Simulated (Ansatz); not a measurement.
**S: equation of state with PBE**

Crystal: S.

```
S
1.0
     5.67805    0.00000    0.00000
     0.00000    5.67805    0.00000
     0.00000    0.00000    2.94962
S
4
Cartesian
  3.5011 2.1769 0.0000
  2.1769 3.5011 0.0000
  0.6621 0.6621 1.4748
  5.0159 5.0159 1.4748
```

This isn't the form of S at room conditions, which is orthorhombic, of S8 rings.

```yaml
Program: Ansatz 0.2.0
Task: equation of state
Functional: PBE
Potentials_or_basis: Ansatz PAW
Cutoff: 420 eV
Density_cutoff: 1680 eV
k_mesh: 5 × 5 × 9
Occupations: fermi-dirac, width 0.05 eV
Spin: no spin polarisation
```

- Equilibrium volume: 24.94 Å³/atom
- Bulk modulus at fixed shape and positions: 50 GPa
- Pressure derivative of the bulk modulus: 4.4

Energy against volume, from the lowest point:
```tsv
volume (Å³/atom)	energy (meV/atom)
22.348	50.71
22.823	32.46
23.299	18.68
23.774	8.94
24.250	2.83
24.725	0.00
25.201	0.13
```

All runs of the series together: 30 s on 2 threads of Intel(R) Xeon(R) Processor @ 2.50GHz (Skylake/Cascade Lake), with other jobs on the host.

Caveat: the cell was scaled at fixed shape and fractional positions, which overstates the stiffness of a crystal with free parameters, most of all of layers and chains.
